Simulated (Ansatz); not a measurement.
Take ZnTe in the zinc blende structure (space group F-43m, No. 216; a = 6.115 Å) as the base. Axes: x, y, z lie along the cube axes.

Level of theory: Kohn–Sham DFT with the r2SCAN functional, run in Ansatz (a quantum-chemistry and plane-wave program) with PAW and 500 eV plane waves, scalar-relativistic without spin-orbit coupling, earlier PAW set.

Base values:

| Quantity | Result |
|---|---|
| Gap character | direct at Γ |

It is then changed as follows: biaxial strain −0.34 %, plane normal [001], relaxed out of plane (Cartesian); in-plane vectors clamped, the third vector and the atoms free.

Question: What does the calculation give for the out-of-plane strain and gap character after the change?

Answer: The out-of-plane strain amounts to +0.38 %; the gap character stays direct at Γ.

Spin-orbit coupling, missing from the scalar runs, can matter with Te. Stability against distortions was not tested. k-point labels follow each cell's own Brillouin zone.
